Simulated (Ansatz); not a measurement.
## One structure, 5 elements: Rb3H, Zr3H, Mo3H, HRh3, In3H

Plane-wave DFT in Ansatz with scalar-relativistic PAW potentials, cutoff 420 eV, Γ-centred meshes chosen by cell and gap, Gaussian smearing with energies taken to zero width. Every cell was relaxed (cell and atoms) in a run of its own, within the symmetry of its start. Functional: PBE.

All members share space group Pm-3m and the same sites; only the element on one set of sites changes (Rb, Zr, Mo, Rh, In). Members needn't be the stable form of their composition. Energies over the elements, where given, are against the elements' standard states in the same functional (H₂, N₂, O₂ and halogens uncorrected, Hg as a solid). The first member:

Space group Pm-3m (No. 221). a = 6.224 Å, b = 6.224 Å, c = 6.224 Å, α = 90.00°, β = 90.00°, γ = 90.00°
```csv
atom,site,symmetry,x,y,z
Rb,3c,4/mm.m,0.0000,0.5000,0.5000
H,1a,m-3m,0.0000,0.0000,0.0000
```

Problem. How do size, gap and binding change along the row?

Solution.
```tsv
compound	V (Å³/atom)	a (Å)	energy over elements (eV/atom)
Rb3H	60.29	6.224	0.298
Zr3H	19.09	4.242	0.676
Mo3H	13.70	3.798	0.921
HRh3	12.64	3.698	0.751
In3H	22.85	4.504	0.441
```

Over the series the volume has no steady trend along the row (least for Rh); all are metallic on the mesh; none is bound against its elements in this structure, and Rb comes closest.